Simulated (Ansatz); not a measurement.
**BaTiO₃ under compression and expansion**

```cif
data_structure
_symmetry_space_group_name_H-M 'P4/mmm'
_symmetry_Int_Tables_number 123
_cell_length_a 3.9998
_cell_length_b 3.9998
_cell_length_c 4.0180
_cell_angle_alpha 90.000
_cell_angle_beta 90.000
_cell_angle_gamma 90.000
_cell_volume 64.28
loop_
_atom_site_label
_atom_site_type_symbol
_atom_site_symmetry_multiplicity
_atom_site_Wyckoff_symbol
_atom_site_fract_x
_atom_site_fract_y
_atom_site_fract_z
_atom_site_occupancy
Ba1 Ba 1 a 0.00000 0.00000 0.00000 1
Ti1 Ti 1 d 0.50000 0.50000 0.50000 1
O1 O 1 c 0.50000 0.50000 0.00000 1
O2 O 2 e 0.50000 0.00000 0.50000 1
```

The runs use the primitive cell with vectors (4.000, 0.000, 0.000), (0.000, 4.000, 0.000), (0.000, 0.000, 4.018) Å, to which the k mesh refers.

The cell is COD entry 2100860, as deposited and not checked against the literature; nothing was relaxed.

No spin–orbit coupling, which matters for the heavy atoms here.

Levels of theory: DFT, PBE, all-electron LAPW, scalar-relativistic (Ansatz 0.2.0); DFT, PBE, PAW with Ansatz's default frozen-core files, scalar-relativistic (Ansatz 0.2.0).

For LAPW: a Γ-centred 7×7×7 k mesh, Fermi–Dirac smearing of 0.03 eV, basis error target 1 meV/atom, no spin polarisation. PAW takes a cutoff of 420 eV at this cell. The Ansatz runs share mesh, smearing and spin set-up. Plane-wave (PAW) pressures include the program's estimate of the Pulay term.

The cell above is scaled evenly, with fractional coordinates and shape held.

```tsv
V/V(cell)	V (Å³/atom)	P, LAPW (GPa)	P, PAW (GPa)	gap on the k mesh, LAPW (eV)	free energy over the lowest listed, PAW (meV/atom)
0.9400	12.085	13.77	13.78	1.96	36.3
0.9600	12.342	9.30	9.29	1.95	17.8
0.9800	12.599	5.29	5.28	1.90	6.2
0.9900	12.728	3.44	3.43	1.88	2.7
1.0000	12.856	1.69	1.68	1.86	0.6
1.0100	12.985	0.03	0.02	1.84	0.0
1.0200	13.113	-1.54	-1.56	1.81	0.6
1.0400	13.371	-4.43	-4.45	1.77	5.5
1.0600	13.628	-7.02	-7.05	1.73	14.7
```

Q: What do Birch–Murnaghan fits to the pressures give?

A: LAPW: V0 = 12.99 Å³/atom, B0 = 163 GPa, B0′ = 4.5; PAW: V0 = 12.99 Å³/atom, B0 = 163 GPa, B0′ = 4.5.

PAW's V0 lies -0.01 % from the all-electron value and its B0 0.2 %. With shape and internal coordinates held, B0 is an upper bound to the relaxed modulus.
